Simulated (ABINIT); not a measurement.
Write the native input for ABINIT 10.8.3 (patched build) that does the following.

```yaml
Task: single point
Functional: PBEsol
Potentials_or_basis: JTH PAW PBE v2.0
Cutoff: 599 eV
k_mesh: 9 × 9 × 9
Occupations: fermi-dirac, width 0.05 eV
Spin: no spin polarisation
Fine-grid_cutoff: 1197.3 eV
```

Sn:

```xyz
2
Lattice="-2.9401 2.9401 1.5993 2.9401 -2.9401 1.5993 2.9401 2.9401 -1.5993" Properties=species:S:1:pos:R:3 pbc="T T T"
Sn    0.0000    0.0000    0.0000
Sn    0.0000    2.9401    0.7997
```

These files were run (other wordings do the same):

run.abi

```
pp_dirpath "./"
pseudos "Sn.GGA_PBE-JTH.xml"

acell 3*1.0
rprim
    -5.5560602284     5.5560602284     3.0222427496
     5.5560602284    -5.5560602284     3.0222427496
     5.5560602284     5.5560602284    -3.0222427496
ntypat 1
znucl 50
natom 2
typat 1 1
xred
     0.0000000000     0.0000000000     0.0000000000
     0.7500000000     0.2500000000     0.5000000000

ecut 22.0
pawecutdg 44.0
pawxcdev 0

kptopt 1
ngkpt 9 9 9
nshiftk 1
shiftk 0.0 0.0 0.0

ixc -116133

nband 18
occopt 3
tsmear 0.00183747

nstep 100
tolvrs 1.0e-9

iomode 3
prtwf 0
prtden 0
prteig 0
prtebands 0
enunit 2
```

Potentials or basis: JTH PAW PBE v2.0.

Run with:

```bash
$ abinit run.abi > log 2>&1
```

Results of the run:

```json
{
 "Pressure": "-1.4 GPa",
 "Band gap on the k mesh": "none (metal or under the smearing width)",
 "Valence electrons inside the program's atomic spheres": "Sn 11.89 (radii [1.3287] Å)"
}
```

Caveat: the PAW data sets were made with another functional, which shifts forces and pressure a little.

It took 52 s on 1 thread of Intel(R) Xeon(R) 6975P-C (Granite Rapids), with other jobs on the host, peak memory 0.18 GiB.
